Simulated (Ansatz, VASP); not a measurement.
# Cross-check of PbO (tetragonal PbO, 1 layer) between VASP and Ansatz, part 2 of 2

One calculation is typed for both programs; each brings its own data sets. How far apart do they land? Of the first pair: The structure shown is the start of the Ansatz relaxation below; VASP solves that cell, so the two are compared at the walk's first step.

VASP 6.6.1 and Ansatz 0.2.0.

So far: Starting point; Ansatz: relaxation, PBE.

## Step 3: VASP: single point, PBE, start cell, pair 1

Level of this step: PBE; plane waves and PAW (Pb_d, O) (VASP).

The same cell, functional, mesh and smearing now go to VASP, with its own data sets.

Lines of VASP's logs that name or quote its potential files are left out, and so is its time.

Contents of INCAR:

```
SYSTEM = PbO
PREC = Accurate
ENCUT = 520
EDIFF = 1E-06
NELM = 120
ISMEAR = -1
SIGMA = 0.05
LREAL = .FALSE.
ALGO = Normal
GGA = PE
NBANDS = 26
LORBIT = 11
LWAVE = .FALSE.
LCHARG = .FALSE.
ISIF = 2
LDIPOL = .TRUE.
IDIPOL = 3
DIPOL = 0.5 0.5 0.5
LVHAR = .TRUE.
LASPH = .TRUE.
GGA_COMPAT = .FALSE.
EFERMI = MIDGAP
NELMDL = -8
```

Contents of POSCAR:

```
PbO
1.0
    4.0500000000      0.0000000000      0.0000000000
    0.0000000000      4.0500000000      0.0000000000
    0.0000000000      0.0000000000     16.4142140000
Pb O
2 2
Direct
    0.5000000000      0.0000000000      0.4569210563
    1.0000000000      0.5000000000      0.5430789437
    1.0000000000      0.0000000000      0.5000000000
    0.5000000000      0.5000000000      0.5000000000
```

Contents of KPOINTS:

```
Automatic mesh
0
Gamma
8 8 1
0 0 0
```

The projector-augmented-wave data sets are Pb_d and O (PBE family, release 64).

Run with:

```bash
$ mpirun -np 1 vasp_std
```

Numbers of over 12 decimals in the logs are rounded to 6 here.

The program printed:

```text
[banner, memory and clock lines left out]
running    1 mpi-ranks, on    1 nodes
 distrk:  each k-point on    1 cores,    1 groups
 distr:  one band on    1 cores,    1 groups

 POSCAR found type information on POSCAR PbO
 POSCAR found :  2 types and       4 ions
 LDA part: xc-table for (Slater+PW92), standard interpolation
 POSCAR, INCAR and KPOINTS ok, starting setup
 FFT: planning ... GRIDC
 FFT: planning ... GRID_SOFT
 FFT: planning ... GRID
 WAVECAR not read
 entering main loop
       N       E                     dE             d eps       ncg     rms          rms(c)
DAV:   1     0.467220746243E+03    0.46722E+03   -0.17923E+04   796   0.131E+03
DAV:   2     0.516038077308E+02   -0.41562E+03   -0.40809E+03   908   0.373E+02
DAV:   3    -0.207640001838E+02   -0.72368E+02   -0.69690E+02  1182   0.182E+02
DAV:   4    -0.230294809121E+02   -0.22655E+01   -0.22623E+01   952   0.331E+01
DAV:   5    -0.230926574531E+02   -0.63177E-01   -0.63139E-01  1084   0.518E+00
DAV:   6    -0.230938991370E+02   -0.12417E-02   -0.12416E-02  1082   0.773E-01
DAV:   7    -0.230939527824E+02   -0.53645E-04   -0.53645E-04  1132   0.139E-01
DAV:   8    -0.230939538189E+02   -0.10364E-05   -0.10365E-05   920   0.194E-02    0.131E+01
DAV:   9    -0.179508766144E+02    0.51431E+01   -0.29221E+01  1200   0.488E+01    0.394E+00
DAV:  10    -0.180469708261E+02   -0.96094E-01   -0.27786E+00   970   0.110E+01    0.269E+00
DAV:  11    -0.180063335672E+02    0.40637E-01   -0.97701E-01  1220   0.106E+01    0.133E+00
DAV:  12    -0.179538017911E+02    0.52532E-01   -0.34711E-01  1246   0.533E+00    0.262E-01
DAV:  13    -0.179581839620E+02   -0.43822E-02   -0.20205E-02   840   0.111E+00    0.123E-01
DAV:  14    -0.179571112250E+02    0.10727E-02   -0.11677E-02  1160   0.792E-01    0.113E-01
DAV:  15    -0.179572009096E+02   -0.89685E-04   -0.16056E-03  1138   0.602E-01    0.402E-02
DAV:  16    -0.179573906769E+02   -0.18977E-03   -0.12406E-03  1064   0.237E-01    0.507E-02
DAV:  17    -0.179573837283E+02    0.69486E-05   -0.53333E-04  1098   0.251E-01    0.124E-02
DAV:  18    -0.179574629473E+02   -0.79219E-04   -0.62456E-05  1046   0.797E-02    0.804E-03
DAV:  19    -0.179575807795E+02   -0.11783E-03   -0.68169E-05  1088   0.898E-02    0.104E-02
DAV:  20    -0.179578184177E+02   -0.23764E-03   -0.66831E-05   978   0.790E-02    0.540E-03
DAV:  21    -0.179578533811E+02   -0.34963E-04   -0.55999E-06   832   0.184E-02    0.235E-03
DAV:  22    -0.179578806682E+02   -0.27287E-04   -0.34278E-06   626   0.784E-03    0.791E-04
DAV:  23    -0.179578844551E+02   -0.37868E-05   -0.45880E-07   682   0.469E-03    0.483E-04
DAV:  24    -0.179578849235E+02   -0.46843E-06   -0.21163E-07   628   0.677E-03
   1 F= -.17957885E+02 E0= -.17957885E+02  d E =-.487962E-07
```

OUTCAR, selected parts (step 3):

```text
ion  position               nearest neighbor table
   1  0.500  0.000  0.457-   3 2.14   4 2.14   4 2.14   3 2.14   2 3.19   2 3.19   2 3.19   2 3.19

  LATTYP: Found a simple tetragonal cell.
 ALAT       =     4.0500000000
 C/A-ratio  =     4.0528923457

 Subroutine GETGRP returns: Found 16 space group operations
 (whereof  8 operations were pure point group operations)

The static configuration has the point symmetry D_2d.
 The point group associated with its full space group is D_4h.

 Found     15 irreducible k-points:

   k-points           NKPTS =     15   k-points in BZ     NKDIM =     15   number of bands    NBANDS=     26

   dimension x,y,z NGX =    30 NGY =   30 NGZ =  126
   dimension x,y,z NGXF=    60 NGYF=   60 NGZF=  252

   ENCUT  =  520.0 eV  38.22 Ry    6.18 a.u.   7.53  7.53 30.52*2*pi/ulx,y,z

   NELECT =      40.0000    total number of electrons

 k-points in reciprocal lattice and weights: Automatic mesh
   0.00000000  0.00000000  0.00000000       0.016
   0.12500000  0.00000000  0.00000000       0.062
   0.25000000  0.00000000  0.00000000       0.062
   0.37500000  0.00000000  0.00000000       0.062
   0.50000000  0.00000000  0.00000000       0.031
   0.12500000  0.12500000  0.00000000       0.062
   0.25000000  0.12500000  0.00000000       0.125
   0.37500000  0.12500000  0.00000000       0.125
   0.50000000  0.12500000  0.00000000       0.062
[...]
0.50000000  0.37500000  0.00000000       0.062
   0.50000000  0.50000000  0.00000000       0.016

 dipolmoment           0.000000      0.000000      0.000000 electrons x Angstroem

 average (electrostatic) potential at core
       1 -97.7729       2 -97.7729       3 -76.8873       4 -76.8873

 E-fermi :  -0.6330

 k-point     1 :       0.0000    0.0000    0.0000
  band No.  band energies     occupation
    ...
     16      -6.0926      2.00000
     17      -5.2893      2.00000
     18      -5.2893      2.00000
     19      -4.0421      2.00000
     20      -2.6297      2.00000
     21       0.0765      0.00000
     22       0.6930      0.00000
     23       2.8453      0.00000
     24       3.1642      0.00000
     25       4.2381      0.00000
    ...

 k-point     2 :       0.1250    0.0000    0.0000
  band No.  band energies     occupation
    ...
     16      -7.0191      2.00000
     17      -5.3660      2.00000
     18      -4.5063      2.00000
     19      -4.0103      2.00000
     20      -2.2681      2.00000
     21       0.2019      0.00000
     22       0.9040      0.00000
     23       2.9042      0.00000
     24       3.2788      0.00000
     25       3.8074      0.00000
    ...

 k-point     3 :       0.2500    0.0000    0.0000
  band No.  band energies     occupation
    ...
     16      -6.9748      2.00000
     17      -5.5959      2.00000
     18      -4.4421      2.00000
     19      -3.3125      2.00000
     20      -1.6600      2.00000
     21       0.7328      0.00000
     22       1.4605      0.00000
     23       2.6761      0.00000
     24       3.6027      0.00000
     25       3.6962      0.00000
    ...

  Total       22.6070927     22.6070927      9.3690234      0.0000000      0.0000000      0.0000000
  in kB      134.5318640    134.5318640     55.7538377      0.0000000      0.0000000      0.0000000
  external PRESSURE =     108.2725219 kB  Pullay stress =       0.0000000 kB

  energy-cutoff  :      520.00
  volume of cell :      269.23
      direct lattice vectors                 reciprocal lattice vectors
     4.050000000  0.000000000  0.000000000     0.246913580  0.000000000  0.000000000
     0.000000000  4.050000000  0.000000000     0.000000000  0.246913580  0.000000000
     0.000000000  0.000000000 16.414214000     0.000000000  0.000000000  0.060922808

 POSITION                                       TOTAL-FORCE (eV/Angst)
 -----------------------------------------------------------------------------------
      2.02500      0.00000      7.50000         0.000000      0.000000     -6.678542
      0.00000      2.02500      8.91421        -0.000000      0.000000      6.678542
      0.00000      0.00000      8.20711        -0.000000      0.000000      0.000000
      2.02500      2.02500      8.20711        -0.000000      0.000000      0.000000
 -----------------------------------------------------------------------------------
    total drift:                                0.000000      0.000000      0.000000

  FREE ENERGIE OF THE ION-ELECTRON SYSTEM (eV)
  ---------------------------------------------------
  free  energy   TOTEN  =       -17.9578849235 eV

  energy  without entropy=      -17.9578848747  energy(sigma->0) =      -17.95788490

 vacuum level on the upper side and lower side of the slab         2.916         2.916

 total charge
# of ion       s       p       d       tot
------------------------------------------
    1        1.413   0.755   9.960  12.128
    2        1.413   0.755   9.960  12.128
    3        1.594   3.514   0.000   5.108
    4        1.594   3.514   0.000   5.108
--------------------------------------------------
tot          6.014   8.537  19.921  34.471

[... 3 further parts left out ...]
```

## Step 4: Differences

Known differences besides the potentials themselves: the cutoff is 420 eV in Ansatz and 520 eV in VASP. Total energies have different zeros and are not compared.

Forces (eV/Å; atoms numbered as in POSCAR):

```tsv
atom	Ansatz x, y, z	VASP x, y, z
Pb1	0.000, 0.000, -6.633	0.000, 0.000, -6.679
Pb2	0.000, 0.000, 6.633	0.000, 0.000, 6.679
O3	0.000, 0.000, 0.000	0.000, 0.000, 0.000
O4	0.000, 0.000, 0.000	0.000, 0.000, 0.000
```

The forces differ by 19 meV/Å r.m.s., which is 0.7 % of the r.m.s. force of 2.727 eV/Å (both taken over all components). With vacuum in the cell, a pressure given here is an average over mostly empty space and none of the material.

## Step 5: Ansatz: relaxation, PBE

This run makes the geometry at which the two programs are then compared.

The structure compared here is the end of the Ansatz relaxation.

Contents of input.yaml:

```yaml
crystal:
  lattice:
    - [4.05, 0.0, 0.0]
    - [0.0, 4.05, 0.0]
    - [0.0, 0.0, 16.4142135624]
  atoms:
    - { symbol: Pb, position: [0.5, 0.0, 0.4569210685] }
    - { symbol: O, position: [0.0, 0.0, 0.5] }
    - { symbol: O, position: [0.5, 0.5, 0.5] }
    - { symbol: Pb, position: [0.0, 0.5, 0.5430789315] }
kpoints:
  mp_grid: { grid: [8, 8, 1] }
hamiltonian:
  xc: pbe
scf:
  occupations: { method: fermi_dirac, width: 0.05 }
  convergence: { dr2_threshold: 1.0e-08 }
efield:
  axis: 3
  dipole_correction: true
  ramp_position: 0.97
  ramp_width: 0.04
relax:
  f_tol: 0.01
  cell: { fix: [c, alpha, beta] }
output:
  write_potential: true
  write_density: true
  volumetric_format: npy
```

Run with:

```bash
$ ansatz run input.yaml --threads 2 --pin off --max-ram 4096MiB --backend cpu --events-out ev --progress --plain --runs-dir out
```

The program printed:

```text
[...]
Crystal: 4 atoms, lattice volume = 269.234 Å³
Basis set: ecut = 420 eV, 5279 PW (Γ), exchange–correlation on 60×60×240 points (8 copies of the dense FFT grid, shifted against one another)
[...]
cell:  # Å, volume = 269.1672 Å³
    - [4.049497, 0, 0]
    - [0, 4.049497, 0]
    - [0, 0, 16.4142135624]
  atoms:
    - { symbol: Pb, position: [0.5, 0, 0.427210] }
    - { symbol: O, position: [0, 0, 0.500000] }
    - { symbol: O, position: [0.5, 0.5, 0.500000] }
    - { symbol: Pb, position: [2.339577407658779e-17, 0.5, 0.572790] }
[key lines of the parts left out:]
SCF converged after 3 iterations
Free energy (F): -24947.090690 eV
Fermi energy:    0.487281 eV
Dipole field:    D = 0.000002 V/Å  (p = 0.000003 e·Å, saw-weighted, corrected)
Work function:   Φ+ = 3.2318 eV   Φ− = 3.2318 eV
P = ⅓ Tr σ = 0.0009 GPa (0.009 kbar)
```

## Step 6: VASP: single point, PBE, relaxed cell, pair 2

The same cell, functional, mesh and smearing now go to VASP, with its own data sets.

INCAR: that of step 3 with these lines changed.

```diff
@@ -2,3 +2,3 @@
 PREC = Accurate
-ENCUT = 520
+ENCUT = 600
 EDIFF = 1E-06
```

Contents of POSCAR:

```
PbO
1.0
    4.0494967691      0.0000000000      0.0000000000
    0.0000000000      4.0494967691      0.0000000000
    0.0000000000      0.0000000000     16.4142135624
Pb O
2 2
Direct
    0.5000000000      0.0000000000      0.4272095654
    0.0000000000      0.5000000000      0.5727904346
    0.0000000000      0.0000000000      0.5000000000
    0.5000000000      0.5000000000      0.5000000000
```

KPOINTS is that of step 3.

Run with:

```bash
$ mpirun -np 1 vasp_std
```

The program printed:

```text
[... set-up lines as in an earlier step ...]
 entering main loop
       N       E                     dE             d eps       ncg     rms          rms(c)
DAV:   1     0.462792805145E+03    0.46279E+03   -0.18687E+04   788   0.145E+03
DAV:   2     0.526838333030E+02   -0.41011E+03   -0.40063E+03   910   0.379E+02
DAV:   3    -0.234995938440E+02   -0.76183E+02   -0.74293E+02  1134   0.182E+02
DAV:   4    -0.266993312808E+02   -0.31997E+01   -0.31838E+01   892   0.412E+01
[...]
DAV:  22    -0.214710943293E+02   -0.31116E-04   -0.31285E-06   616   0.672E-03    0.147E-03
DAV:  23    -0.214710959757E+02   -0.16464E-05   -0.48436E-07   714   0.483E-03    0.477E-04
DAV:  24    -0.214710965886E+02   -0.61292E-06   -0.60706E-08   638   0.219E-03
   1 F= -.21471097E+02 E0= -.21471097E+02  d E =-.659633E-11
```

From OUTCAR (step 6):

```text
  Total        0.0128379      0.0128379     -0.0054480      0.0000000      0.0000000      0.0000000
  in kB        0.0764157      0.0764157     -0.0324282      0.0000000      0.0000000      0.0000000
  external PRESSURE =       0.0401344 kB  Pullay stress =       0.0000000 kB

 POSITION                                       TOTAL-FORCE (eV/Angst)
 -----------------------------------------------------------------------------------
      2.02475      0.00000      7.01231        -0.000000     -0.000000     -0.033825
      0.00000      2.02475      9.40190         0.000000     -0.000000      0.033825
      0.00000      0.00000      8.20711         0.000000     -0.000000      0.000000
      2.02475      2.02475      8.20711         0.000000      0.000000      0.000000
 -----------------------------------------------------------------------------------
    total drift:                                0.000000      0.000000      0.000000

  FREE ENERGIE OF THE ION-ELECTRON SYSTEM (eV)
  ---------------------------------------------------
  free  energy   TOTEN  =       -21.4710965886 eV

  energy  without entropy=      -21.4710965886  energy(sigma->0) =      -21.47109659

[... 1 part as in an earlier step ...]

[... 2 further parts left out ...]
[key lines of the parts left out:]
E-fermi :  -0.5592
```

## Step 7: Side by side

What differs besides the data sets and the points named for the pairs above, as far as they apply: the cutoff is 420 eV in Ansatz and 600 eV in VASP; Ansatz's pressure holds a Pulay correction, VASP's none. Total energies have different zeros and are not compared.

Compared:

```tsv
quantity	Ansatz	VASP	difference
pressure (GPa)	0.00	0.00	0.00
gap on the k mesh (eV)	2.502	2.481	+0.021
```

At this near-relaxed geometry the largest component of a force difference is 35 meV/Å. A gap on the mesh is an upper bound, since the band edges may lie between its points; neither run holds spin-orbit coupling, which can move the band edges of a compound of Pb. With vacuum in the cell, a pressure given here is an average over mostly empty space and none of the material.

## Step 8: Results

| Property | Result |
| --- | --- |
| r.m.s. force difference (single point, PBE, start cell, pair 1) | 0.68 % of the r.m.s. force |
| r.m.s. force difference (single point, PBE, relaxed cell, pair 2) | 14 meV/Å |

The r.m.s. force difference is 14 meV/Å (single point, PBE, relaxed cell, pair 2), beyond the 12 meV/Å picked in this series as the mark of a large difference. What causes the difference of the single point, PBE, relaxed cell, pair 2 pair stays open here. Such differences can come from data sets, numerical settings and the points named under the comparisons, not from the functional's error against experiment.

[Lines on the potential files, build, host, timing and source positions are cut from VASP's logs without a mark.]

[Logs are printed without paths, hosts, clocks, repeated set-up lines and the standing remarks that a program may print on its own settings, such as how far it seeks lower states.]

[Hosts, paths, dates, database ids (printed as entryN), source tags and the programs' standing remarks are cut or masked in the printed files.]
